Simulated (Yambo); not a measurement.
A run of Yambo 5.3.0 is set up as follows.

The input optics3.in:

```
optics
chi
Chimod= "IP"
% BndsRnXd
 1 | 35 |
%
% LongDrXd
 1 | 1 | 1 |
%
% QpntsRXd
 1 | 1 |
%
% EnRngeXd
 0 | 15 | eV
%
% DmRngeXd
 0.2 | 0.2 | eV
%
ETStpsXd= 300
```

File scf.in:

```
&CONTROL
  calculation = 'scf'
  prefix = 'pwscf'
  outdir = './tmp'
  pseudo_dir = './pseudo'
/
&SYSTEM
  ibrav = 0
  nat = 2
  ntyp = 2
  ecutwfc = 86
  nbnd = 22
  occupations = 'smearing'
  smearing = 'fd'
  degauss = 0.00367493
  force_symmorphic = .true.
/
&ELECTRONS
  conv_thr = 4d-10
  electron_maxstep = 120
  mixing_beta = 0.5
/
ATOMIC_SPECIES
Pb   207.2000 Pb.upf
Se    78.9710 Se.upf
CELL_PARAMETERS angstrom
   0.0000000000    3.0606500000    3.0606500000
   3.0606500000    0.0000000000    3.0606500000
   3.0606500000    3.0606500000    0.0000000000
ATOMIC_POSITIONS crystal
Pb     0.0000000000    0.0000000000    0.0000000000
Se     0.5000000000    0.5000000000    0.5000000000
K_POINTS automatic
12 12 12 0 0 0
```

The input nscf.in:

```
&CONTROL
  calculation = 'nscf'
  prefix = 'pwscf'
  outdir = './tmp'
  pseudo_dir = './pseudo'
/
&SYSTEM
  ibrav = 0
  nat = 2
  ntyp = 2
  ecutwfc = 86
  nbnd = 35
  occupations = 'fixed'
  force_symmorphic = .true.
/
&ELECTRONS
  conv_thr = 1d-08
  diago_full_acc = .true.
  diago_thr_init = 1d-06
/
ATOMIC_SPECIES
Pb   207.2000 Pb.upf
Se    78.9710 Se.upf
CELL_PARAMETERS angstrom
   0.0000000000    3.0606500000    3.0606500000
   3.0606500000    0.0000000000    3.0606500000
   3.0606500000    3.0606500000    0.0000000000
ATOMIC_POSITIONS crystal
Pb     0.0000000000    0.0000000000    0.0000000000
Se     0.5000000000    0.5000000000    0.5000000000
K_POINTS automatic
12 12 12 0 0 0
```

Potentials or basis: PseudoDojo 0.4.1 SR PBE standard.

Command:

```bash
$ OMP_NUM_THREADS=1 pw.x -in scf.in > scf.out
$ OMP_NUM_THREADS=1 pw.x -in nscf.in > nscf.out
$ cd tmp/pwscf.save; p2y; mv SAVE ../..; cd ../..
$ OMP_NUM_THREADS=1 yambo
$ OMP_NUM_THREADS=1 yambo -F optics3.in -J optics3 -C optics3_out
```

Task: Predict the absorption peak.

Result: 2.31 eV.

Task: What does it give for the electronic dielectric constant along the field?

Result: 23.83.

Task: Predict the band gap on the k mesh, mean-field level.

Result: 0.30 eV, direct.

Dielectric function (along the field direction of the input):
```tsv
energy (eV)	real part	imaginary part
0.25	23.10	4.56
1.00	25.67	6.41
1.76	29.36	16.88
2.56	2.90	32.57
3.31	-8.38	21.56
4.11	-6.83	7.57
4.87	-4.11	4.98
5.67	-2.17	3.24
6.42	-0.50	2.98
7.22	-0.48	3.06
7.98	-0.96	3.81
8.78	-1.31	2.49
9.53	-0.95	2.38
10.33	-0.97	1.93
11.09	-0.90	1.59
11.89	-0.69	1.29
12.64	-0.63	1.10
13.44	-0.41	0.77
14.20	-0.21	0.51
15.00	0.05	0.44
```

Caveat: independent-particle spectra lack excitons; spin-orbit coupling is left out, which as a rule narrows the gap of such compounds by several tenths of an eV.

**Measured values to compare with.**

A printed reference work, monograph reports, for a bulk crystal of PbSe at 300 K: band gap 0.28 eV (direct).

Measured gap of PbSe: 0.28 eV (direct; 300 K; a printed reference work, monograph). This calculation gives 0.30 eV (+0.02 eV). 2 values of this kind are on record (0.15 to 0.28 eV); this one was drawn at random. Spin-orbit coupling on Pb, Se is left out. The value is that of PBE on a finite k mesh, which can miss the band edges, without temperature or zero-point motion.
